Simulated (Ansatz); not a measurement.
# Re in Ru(0001), 2x2: scattering by a point defect, part 2 of 3

Wanted: the reflection from a plane of defects, Re in Ru(0001), 2x2, and the resistivity it implies.

Ansatz 0.2.0; Ansatz plane-wave DFT, PBE, PAW files; ballistic transport by layer matching (Landauer), zero bias; PAW set soft_1 (the session's first sound run).

So far, resistivity per at.% scaled from this dense plane, with the factor 3/4 for isotropic scattering (µΩ cm): step 3 (resistance at ideal sites) 1.02.

## Step 4: Relaxing the neighbours

The neighbours of the defect are let go while the lead's layers stay on their sites, since a lead must repeat to 0.01 Å.

This step: Ansatz plane-wave DFT, PBE, PAW files; relaxation with the lead's layers held; PAW set soft_1 (Ansatz 0.2.0).

File input.yaml:

```yaml
crystal:
  lattice:
    - [5.4116, 0.0, 0.0]
    - [-2.7058, 4.6865830751, 0.0]
    - [0.0, 0.0, 34.2552]
  atoms:
    - { symbol: Ru, position: [0.1666666667, 0.3333333333, 0.03125] }
    - { symbol: Ru, position: [0.1666666667, 0.8333333333, 0.03125] }
    - { symbol: Ru, position: [0.6666666667, 0.3333333333, 0.03125] }
    - { symbol: Ru, position: [0.6666666667, 0.8333333333, 0.03125] }
    - { symbol: Ru, position: [0.3333333333, 0.1666666667, 0.09375] }
    - { symbol: Ru, position: [0.3333333333, 0.6666666667, 0.09375] }
    - { symbol: Ru, position: [0.8333333333, 0.1666666667, 0.09375] }
    - { symbol: Ru, position: [0.8333333333, 0.6666666667, 0.09375] }
    - { symbol: Ru, position: [0.1666666667, 0.3333333333, 0.15625] }
    - { symbol: Ru, position: [0.1666666667, 0.8333333333, 0.15625] }
    - { symbol: Ru, position: [0.6666666667, 0.3333333333, 0.15625] }
    - { symbol: Ru, position: [0.6666666667, 0.8333333333, 0.15625] }
    - { symbol: Ru, position: [0.3333333333, 0.1666666667, 0.21875] }
    - { symbol: Ru, position: [0.3333333333, 0.6666666667, 0.21875] }
    - { symbol: Ru, position: [0.8333333333, 0.1666666667, 0.21875] }
    - { symbol: Ru, position: [0.8333333333, 0.6666666667, 0.21875] }
    - { symbol: Ru, position: [0.1666666667, 0.3333333333, 0.28125] }
    - { symbol: Ru, position: [0.1666666667, 0.8333333333, 0.28125] }
    - { symbol: Ru, position: [0.6666666667, 0.3333333333, 0.28125] }
    - { symbol: Ru, position: [0.6666666667, 0.8333333333, 0.28125] }
    - { symbol: Ru, position: [0.3333333333, 0.1666666667, 0.34375] }
    - { symbol: Ru, position: [0.3333333333, 0.6666666667, 0.34375] }
    - { symbol: Ru, position: [0.8333333333, 0.1666666667, 0.34375] }
    - { symbol: Ru, position: [0.8333333333, 0.6666666667, 0.34375] }
    - { symbol: Ru, position: [0.1666666667, 0.3333333333, 0.40625] }
    - { symbol: Ru, position: [0.1666666667, 0.8333333333, 0.40625] }
    - { symbol: Ru, position: [0.6666666667, 0.3333333333, 0.40625] }
    - { symbol: Ru, position: [0.6666666667, 0.8333333333, 0.40625] }
    - { symbol: Ru, position: [0.3333333333, 0.1666666667, 0.46875] }
    - { symbol: Ru, position: [0.3333333333, 0.6666666667, 0.46875] }
    - { symbol: Ru, position: [0.8333333333, 0.1666666667, 0.46875] }
    - { symbol: Ru, position: [0.8333333333, 0.6666666667, 0.46875] }
    - { symbol: Re, position: [0.1666666667, 0.3333333333, 0.53125] }
    - { symbol: Ru, position: [0.1666666667, 0.8333333333, 0.53125] }
    - { symbol: Ru, position: [0.6666666667, 0.3333333333, 0.53125] }
    - { symbol: Ru, position: [0.6666666667, 0.8333333333, 0.53125] }
    - { symbol: Ru, position: [0.3333333333, 0.1666666667, 0.59375] }
    - { symbol: Ru, position: [0.3333333333, 0.6666666667, 0.59375] }
    - { symbol: Ru, position: [0.8333333333, 0.1666666667, 0.59375] }
    - { symbol: Ru, position: [0.8333333333, 0.6666666667, 0.59375] }
    - { symbol: Ru, position: [0.1666666667, 0.3333333333, 0.65625] }
    - { symbol: Ru, position: [0.1666666667, 0.8333333333, 0.65625] }
    - { symbol: Ru, position: [0.6666666667, 0.3333333333, 0.65625] }
    - { symbol: Ru, position: [0.6666666667, 0.8333333333, 0.65625] }
    - { symbol: Ru, position: [0.3333333333, 0.1666666667, 0.71875] }
    - { symbol: Ru, position: [0.3333333333, 0.6666666667, 0.71875] }
    - { symbol: Ru, position: [0.8333333333, 0.1666666667, 0.71875] }
    - { symbol: Ru, position: [0.8333333333, 0.6666666667, 0.71875] }
    - { symbol: Ru, position: [0.1666666667, 0.3333333333, 0.78125] }
    - { symbol: Ru, position: [0.1666666667, 0.8333333333, 0.78125] }
    - { symbol: Ru, position: [0.6666666667, 0.3333333333, 0.78125] }
    - { symbol: Ru, position: [0.6666666667, 0.8333333333, 0.78125] }
    - { symbol: Ru, position: [0.3333333333, 0.1666666667, 0.84375] }
    - { symbol: Ru, position: [0.3333333333, 0.6666666667, 0.84375] }
    - { symbol: Ru, position: [0.8333333333, 0.1666666667, 0.84375] }
    - { symbol: Ru, position: [0.8333333333, 0.6666666667, 0.84375] }
    - { symbol: Ru, position: [0.1666666667, 0.3333333333, 0.90625] }
    - { symbol: Ru, position: [0.1666666667, 0.8333333333, 0.90625] }
    - { symbol: Ru, position: [0.6666666667, 0.3333333333, 0.90625] }
    - { symbol: Ru, position: [0.6666666667, 0.8333333333, 0.90625] }
    - { symbol: Ru, position: [0.3333333333, 0.1666666667, 0.96875] }
    - { symbol: Ru, position: [0.3333333333, 0.6666666667, 0.96875] }
    - { symbol: Ru, position: [0.8333333333, 0.1666666667, 0.96875] }
    - { symbol: Ru, position: [0.8333333333, 0.6666666667, 0.96875] }
kpoints:
  mp_grid: { grid: [5, 5, 1] }
hamiltonian:
  xc: pbe
  pseudopotentials: { kind: paw, azcp: { folder: soft_1 } }
scf:
  occupations: { method: fermi_dirac, width: 0.1 }
relax:
  f_tol: 0.03
  max_steps: 40
  constraints:
    - { sites: [0, 1, 2, 3, 4, 5, 6, 7, 8, 9, 10, 11, 12, 13, 14, 15, 16, 17, 18, 19, 44, 45, 46, 47, 48, 49, 50, 51, 52, 53, 54, 55, 56, 57, 58, 59, 60, 61, 62, 63] }
```

On the command line:

```bash
$ ansatz run input.yaml --threads 4 --pin off --max-ram 15360MiB --backend cpu --events-out ev --progress --plain --runs-dir out
```

Numbers of over 12 decimals in the logs are rounded to 6 here.

Output:

```text
Warning: crystal.symmetry: narrowed to the stabiliser of the relax constraints — unitary ops 12 → 6; lowered at sites 20, 21, 22, 23, 44, 45, 46, 47 (the operations that carried what is held of a site onto what its image site leaves free; the constrained walk keeps no symmetry that its constraints do not admit)
[...]
Crystal: 64 atoms, lattice volume = 868.777 Å³
Basis set: ecut = 420 eV, 16909 PW (Γ), exchange–correlation on 80×80×480 points (8 copies of the dense FFT grid, shifted against one another)
Bands: 614, of which v1, the nominal top of the filled ones, is band 512 counted from 1 (511 counted from 0)
Symmetry: 6 space group operations
k-points: 5 of 25 (time reversal used)
[...]
SCF iter   1: F=—  HF=-381275.414125 eV  |F-HF|=—  |Δ(HF+E_count)|=         —  Δρ=1.30e-1  dr2=5.78e2  ethr=3.10e-3  ⟨swp⟩=5.0  Hψ=9976  notcnv=0
[...]
SCF iter   9: F=-381230.091167 eV  HF=-381230.091168 eV  |F-HF|=1.36e-6  |Δ(HF+E_count)|=   1.53e-7  Δρ=4.07e-6  dr2=1.41e-6  ethr=2.20e-9  ⟨swp⟩=2.0  Hψ=5636  notcnv=0
SCF 1 converged in 9 iterations: F = -381230.091167 eV  dr2 = 1.41e-6
[...]
relax step   1: F+E_penalty+E_count = -381230.09116653 eV  Δ(F+E_penalty+E_count) = +0.000e0 eV  max|allowed force component| = 1.698e-1 eV/Å  Δτ_max = 0.0000 Å  (9 SCF iters, dr2 threshold 2.25e-5 eV, accepted)
[...]
iter 1 solved again at ethr=1.03e-5 eV; its pass at ethr=3.10e-3 eV (dr2=1.06e-1 eV) is discarded
[...]
SCF iter   6: F=-381230.098989 eV  HF=-381230.098989 eV  |F-HF|=7.16e-8  |Δ(HF+E_count)|=   2.36e-7  Δρ=2.44e-6  dr2=9.83e-8  ethr=1.76e-10  ⟨swp⟩=2.0  Hψ=8396  notcnv=0
SCF 2 converged in 6 iterations: F = -381230.098989 eV  dr2 = 9.83e-8
relax step   2: F+E_penalty+E_count = -381230.09898900 eV  Δ(F+E_penalty+E_count) = -7.822e-3 eV  max|allowed force component| = 4.719e-2 eV/Å  Δτ_max = 0.0208 Å  (6 SCF iters, dr2 threshold 1.80e-6 eV, accepted)
SCF iter   1: F=—  HF=-381230.099571 eV  |F-HF|=—  |Δ(HF+E_count)|=         —  Δρ=5.53e-4  dr2=2.20e-2  ethr=1.39e-5  ⟨swp⟩=2.0  Hψ=5318  notcnv=0  defer=44
[...]
SCF iter   6: F=-381230.100627 eV  HF=-381230.100627 eV  |F-HF|=8.85e-8  |Δ(HF+E_count)|=   8.82e-8  Δρ=1.15e-6  dr2=9.28e-8  ethr=9.78e-12  ⟨swp⟩=3.0  Hψ=9760  notcnv=0
SCF 3 converged in 6 iterations: F = -381230.100627 eV  dr2 = 9.28e-8
relax step   3: F+E_penalty+E_count = -381230.10062667 eV  Δ(F+E_penalty+E_count) = -1.638e-3 eV  max|allowed force component| = 6.222e-3 eV/Å  Δτ_max = 0.0074 Å  (6 SCF iters, accepted)
SCF converged after 6 iterations
Free energy (F): -381230.100627 eV
[...]
Internal energy: -381228.057441 eV  (E = F + TS)
E sigma→0 (E₀):  -381229.079034 eV
Entropy (-TS):   -2.043185 eV (-31.925 meV/atom)
Fermi energy:    23.417506 eV
[...]
--- Forces (eV/Å), atoms counted from 1 ---
  atom   1  Ru     0.00000000     0.00000000     0.00041982
  atom   2  Ru    -0.00245935    -0.00141990     0.00056160
  atom   3  Ru     0.00000000     0.00283981     0.00056160
  atom   4  Ru     0.00245935    -0.00141990     0.00056160
  atom   5  Ru    -0.00189363     0.00109329     0.00518696
  atom   6  Ru     0.00000000    -0.00218657     0.00518696
  atom   7  Ru     0.00189363     0.00109329     0.00518696
  atom   8  Ru     0.00000000    -0.00000000     0.00214030
  atom   9  Ru    -0.00000000     0.00000000    -0.00718824
  atom  10  Ru    -0.00313017    -0.00180720    -0.00787426
  atom  11  Ru     0.00000000     0.00361441    -0.00787426
  atom  12  Ru     0.00313017    -0.00180720    -0.00787426
  atom  13  Ru    -0.00154515     0.00089210    -0.00652115
  atom  14  Ru     0.00000000    -0.00178419    -0.00652115
  atom  15  Ru     0.00154515     0.00089210    -0.00652115
  atom  16  Ru     0.00000000    -0.00000000    -0.01700329
  atom  17  Ru    -0.00000000     0.00000000    -0.01993884
  atom  18  Ru    -0.00935819    -0.00540295    -0.03246932
  atom  19  Ru    -0.00000000     0.01080591    -0.03246932
  atom  20  Ru     0.00935819    -0.00540295    -0.03246932
  atom  21  Ru    -0.00133880     0.00077296     0.00132059
  atom  22  Ru     0.00000000    -0.00154592     0.00132059
  atom  23  Ru     0.00133880     0.00077296     0.00132059
  atom  24  Ru     0.00000000    -0.00000000    -0.00014899
  atom  25  Ru     0.00000000     0.00000000     0.00023231
  atom  26  Ru    -0.00444250    -0.00256488     0.00135884
  atom  27  Ru     0.00000000     0.00512975     0.00135884
  atom  28  Ru     0.00444250    -0.00256488     0.00135884
  atom  29  Ru     0.00320499    -0.00185040    -0.00032409
  atom  30  Ru     0.00000000     0.00370080    -0.00032409
  atom  31  Ru    -0.00320499    -0.00185040    -0.00032409
  atom  32  Ru     0.00000000    -0.00000000     0.00451698
  atom  33  Re     0.00000000     0.00000000    -0.00015403
  atom  34  Ru    -0.00308314    -0.00178005     0.00039411
  atom  35  Ru    -0.00000000     0.00356010     0.00039411
  atom  36  Ru     0.00308314    -0.00178005     0.00039411
  atom  37  Ru     0.00323937    -0.00187025    -0.00069807
  atom  38  Ru    -0.00000000     0.00374051    -0.00069807
  atom  39  Ru    -0.00323937    -0.00187025    -0.00069807
  atom  40  Ru     0.00000000    -0.00000000    -0.00622198
[...]
atom  53  Ru    -0.00102026     0.00058905    -0.00044581
  atom  54  Ru     0.00000000    -0.00117809    -0.00044581
  atom  55  Ru     0.00102026     0.00058905    -0.00044581
  atom  56  Ru    -0.00000000    -0.00000000     0.00831848
  atom  57  Ru     0.00000000     0.00000000     0.00408888
  atom  58  Ru    -0.00324516    -0.00187359     0.00633290
  atom  59  Ru     0.00000000     0.00374719     0.00633290
  atom  60  Ru     0.00324516    -0.00187359     0.00633290
  atom  61  Ru    -0.00170115     0.00098216    -0.00461333
  atom  62  Ru    -0.00000000    -0.00196432    -0.00461333
  atom  63  Ru     0.00170115     0.00098216    -0.00461333
  atom  64  Ru     0.00000000    -0.00000000    -0.00263996
  max |Σ_I F_I| component: 1.65e-5 eV/Å
--- Relaxed structure (3 steps of the walk, 3 accepted, 0 SCFs on fresh bases) ---
  F+E_penalty+E_count = -381230.10062667 eV   max|allowed force component| = 6.222e-3 eV/Å
  atoms:
    - { symbol: Ru, position: [0.166667, 0.333333, 0.03125] }
    - { symbol: Ru, position: [0.166667, 0.833333, 0.03125] }
    - { symbol: Ru, position: [0.666667, 0.333333, 0.03125] }
    - { symbol: Ru, position: [0.666667, 0.833333, 0.03125] }
    - { symbol: Ru, position: [0.333333, 0.166667, 0.093750] }
    - { symbol: Ru, position: [0.333333, 0.666667, 0.093750] }
    - { symbol: Ru, position: [0.833333, 0.166667, 0.093750] }
    - { symbol: Ru, position: [0.833333, 0.666667, 0.093750] }
    - { symbol: Ru, position: [0.166667, 0.333333, 0.15625] }
    - { symbol: Ru, position: [0.166667, 0.833333, 0.15625] }
    - { symbol: Ru, position: [0.666667, 0.333333, 0.15625] }
    - { symbol: Ru, position: [0.666667, 0.833333, 0.15625] }
    - { symbol: Ru, position: [0.333333, 0.166667, 0.218750] }
    - { symbol: Ru, position: [0.333333, 0.666667, 0.218750] }
    - { symbol: Ru, position: [0.833333, 0.166667, 0.218750] }
    - { symbol: Ru, position: [0.833333, 0.666667, 0.218750] }
    - { symbol: Ru, position: [0.166667, 0.333333, 0.28125] }
    - { symbol: Ru, position: [0.166667, 0.833333, 0.28125] }
    - { symbol: Ru, position: [0.666667, 0.333333, 0.28125] }
    - { symbol: Ru, position: [0.666667, 0.833333, 0.28125] }
    - { symbol: Ru, position: [0.333200, 0.166800, 0.343622] }
    - { symbol: Ru, position: [0.333200, 0.666400, 0.343622] }
    - { symbol: Ru, position: [0.833600, 0.166800, 0.343622] }
    - { symbol: Ru, position: [0.833333, 0.666667, 0.343555] }
    - { symbol: Ru, position: [0.166667, 0.333333, 0.406261] }
    - { symbol: Ru, position: [0.165732, 0.832866, 0.405878] }
    - { symbol: Ru, position: [0.667134, 0.334268, 0.405878] }
    - { symbol: Ru, position: [0.667134, 0.832866, 0.405878] }
    - { symbol: Ru, position: [0.333858, 0.166142, 0.468640] }
    - { symbol: Ru, position: [0.333858, 0.667717, 0.468640] }
    - { symbol: Ru, position: [0.832283, 0.166142, 0.468640] }
    - { symbol: Ru, position: [0.833333, 0.666667, 0.468336] }
    - { symbol: Re, position: [0.166667, 0.333333, 0.531191] }
    - { symbol: Ru, position: [0.164224, 0.832112, 0.531193] }
    - { symbol: Ru, position: [0.667888, 0.335776, 0.531193] }
    - { symbol: Ru, position: [0.667888, 0.832112, 0.531193] }
    - { symbol: Ru, position: [0.333850, 0.166150, 0.593751] }
    - { symbol: Ru, position: [0.333850, 0.667700, 0.593751] }
    - { symbol: Ru, position: [0.832300, 0.166150, 0.593751] }
    - { symbol: Ru, position: [0.833333, 0.666667, 0.594053] }
    - { symbol: Ru, position: [0.166667, 0.333333, 0.656150] }
[...]
- { symbol: Ru, position: [0.333333, 0.166667, 0.84375] }
    - { symbol: Ru, position: [0.333333, 0.666667, 0.84375] }
    - { symbol: Ru, position: [0.833333, 0.166667, 0.84375] }
    - { symbol: Ru, position: [0.833333, 0.666667, 0.84375] }
    - { symbol: Ru, position: [0.166667, 0.333333, 0.906250] }
    - { symbol: Ru, position: [0.166667, 0.833333, 0.906250] }
    - { symbol: Ru, position: [0.666667, 0.333333, 0.906250] }
    - { symbol: Ru, position: [0.666667, 0.833333, 0.906250] }
    - { symbol: Ru, position: [0.333333, 0.166667, 0.96875] }
    - { symbol: Ru, position: [0.333333, 0.666667, 0.96875] }
    - { symbol: Ru, position: [0.833333, 0.166667, 0.96875] }
    - { symbol: Ru, position: [0.833333, 0.666667, 0.96875] }
```

Wall time 5.1 min (4 threads of Intel Xeon Platinum 8259CL at 2.50GHz (Skylake/Cascade Lake), shared host); peak memory 8.3 GiB.

The steps of the relaxation:

```csv
step,energy less that of the first step (eV),largest force component (eV/Å)
1,0.0000,0.1698
2,-0.0078,0.0472
3,-0.0095,0.0062
```

The atoms that moved most (Å):

```csv
atom,dx,dy,dz,length
Ru32,0.000,0.000,-0.014,0.014
Ru26,-0.004,-0.002,-0.013,0.013
Ru28,0.004,-0.002,-0.013,0.013
Ru27,0.000,0.004,-0.013,0.013
Ru35,0.000,0.011,-0.002,0.012
Ru34,-0.010,-0.006,-0.002,0.012
Ru36,0.010,-0.006,-0.002,0.012
Ru40,0.000,0.000,0.010,0.010
```

This step gave:

```yaml
free_energy: -381230.1006 eV
energy_at_zero_smearing: -381229.0790 eV
```

The largest force component on a free atom ends at 0.0062 eV/Å, under the tolerance of 0.03, after 3 steps.

(Continued in part 3 of 3.)

[Logs are printed without paths, hosts, clocks, repeated set-up lines and the standing remarks that a program may print on its own settings, such as how far it seeks lower states.]

[Hosts, paths, dates, database ids (printed as entryN), source tags and the programs' standing remarks are cut or masked in the printed files.]
